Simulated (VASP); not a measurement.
Crystal: CdTe.

```xyz
2
Lattice="0.0000 3.2478 3.2478 3.2478 0.0000 3.2478 3.2478 3.2478 0.0000" Properties=species:S:1:pos:R:3 pbc="T T T"
Cd    0.0000    0.0000    0.0000
Te    1.6239    1.6239    1.6239
```

```yaml
Program: VASP 6.6.1
Task: relaxation of cell and atoms
Functional: HSE06
Potentials_or_basis: VASP PAW PBE potentials, release 64 (Cd, Te)
Cutoff: 520 eV
k_mesh: 6 × 6 × 6
Occupations: gaussian, width 0.03 eV
Spin: no spin polarisation
```

At the start: pressure 1.3 GPa; volume 34.26 Å³/atom.

Task: How do energy, volume and symmetry change on relaxing?

Result: Over 3 steps the energy falls by 4.3 meV/atom and the volume is 35.35 Å³/atom (+3.2 %); space group F-43m (No. 216, to 0.05 Å).

The path:
```
step  energy change (eV)  largest force (eV/Å)  pressure (GPa)  volume (Å³)
   1              0.0000                0.0000            1.29        68.52
   2             -0.0080                0.0000           -0.32        71.28
   3             -0.0087                0.0000           -0.01        70.70
```

Final structure:
```
Cd Te
1.0
     0.00000    3.28190    3.28190
     3.28190    0.00000    3.28190
     3.28190    3.28190    0.00000
Cd Te
1 1
Direct
  0.00000 0.00000 0.00000
  0.25000 0.25000 0.25000
```

Caveat: the PAW data sets were made with another functional, which shifts forces and pressure a little.
